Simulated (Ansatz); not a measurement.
CdSe (Cadmoselite) under changes of volume

One of the cells (28.102 Å³/atom); the others are scaled copies at fixed shape and fractional positions:

```
CELL_PARAMETERS angstrom
4.30000 0.00000 0.00000
-2.15000 3.72391 0.00000
0.00000 0.00000 7.02000
ATOMIC_POSITIONS crystal
Cd 0.66667 0.33333 0.50000
Cd 0.33333 0.66667 0.00000
Se 0.66667 0.33333 0.88500
Se 0.33333 0.66667 0.38500
```

```yaml
Program: Ansatz 0.2.0
Functional: PBE
Potentials_or_basis: all-electron LAPW, scalar-relativistic
Cutoff: 279 eV (chosen from the basis error)
Basis_error_allowed: 0.001 eV/atom
k_mesh: 7 × 7 × 4
Occupations: fermi-dirac, width 0.05 eV
Spin: no spin polarisation
```

```csv
volume (Å³/atom),energy over the lowest point (meV/atom),pressure (GPa),gap on the mesh (eV),largest force (eV/Å)
26.416,67.77,7.2,0.83,0.351
26.978,45.40,5.6,0.79,0.326
27.540,28.10,4.3,0.75,0.304
28.102,15.35,3.0,0.70,0.283
28.665,6.69,1.9,0.66,0.263
29.227,?,?,?,?
29.789,0.00,0.0,0.57,0.227
```

Q: What does the run at 29.227 Å³/atom give?

A: Energy over the lowest point 1.70 meV/atom; pressure 0.9 GPa; gap on the mesh 0.62 eV; largest force 0.244 eV/Å.

Worked out: A Birch-Murnaghan fit of order 3 (a polynomial in V^(-2/3)) to the other rows has its minimum at 29.82 Å³/atom, just outside them, with B0 = V·E''(V) = 44 GPa and B' = 4.7 at fixed shape and positions, which overstates the stiffness. It gives 1.70 meV/atom at 29.227 Å³/atom, against the run's 1.70, and -dE/dV = 0.9 GPa, against 0.9. A straight line through the other rows of the gap, of slope -2.17 eV per unit of ln V (its deformation potential), gives 0.62 eV, against the run's 0.62.

Energies are extrapolated to zero smearing.

Spin-orbit coupling on Cd, Se is left out.

The runs don't all hold the same shells in valence.
